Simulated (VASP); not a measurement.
Crystal: Ti3Al.

```
CELL_PARAMETERS angstrom
0.00000 3.23178 3.23178
3.23178 0.00000 3.23178
3.23178 3.23178 0.00000
ATOMIC_POSITIONS crystal
Ti 0.75000 0.75000 0.75000
Ti 0.25000 0.25000 0.25000
Ti 0.00000 0.00000 0.00000
Al 0.50000 0.50000 0.50000
```

The cell comes from a database or a generator and needn't be the stable form of this composition.

| Item | Value |
| --- | --- |
| Program | VASP 6.6.1 |
| Task | relaxation of cell and atoms |
| Functional | PBEsol |
| Potentials or basis | VASP PAW PBE potentials, release 64 (Ti_sv, Al) |
| Cutoff | 600 eV |
| k mesh | 12 × 12 × 12 |
| Occupations | gaussian, width 0.1 eV |
| Spin | no spin polarisation |

At the start: pressure -4.9 GPa; volume 16.88 Å³/atom.

Task: Where does the relaxation end?

Result: Over 3 steps the energy falls by 11.6 meV/atom and the volume is 16.14 Å³/atom (-4.4 %); space group Fm-3m (No. 225, to 0.05 Å).

The path:
```tsv
step	energy change (eV)	largest force (eV/Å)	pressure (GPa)	volume (Å³)
1	0.0000	0.0000	-4.90	67.51
2	-0.0231	0.0000	3.91	62.59
3	-0.0466	0.0000	-0.02	64.57
```

Final structure:
```yaml
crystal:
  lattice:
    - [0.00000, 3.18422, 3.18422]
    - [3.18422, 0.00000, 3.18422]
    - [3.18422, 3.18422, 0.00000]
  atoms:
    - { symbol: Ti, position: [0.75000, 0.75000, 0.75000] }
    - { symbol: Ti, position: [0.25000, 0.25000, 0.25000] }
    - { symbol: Ti, position: [0.00000, 0.00000, 0.00000] }
    - { symbol: Al, position: [0.50000, 0.50000, 0.50000] }
```

Caveat: the PAW data sets were made with another functional, which shifts forces and pressure a little.
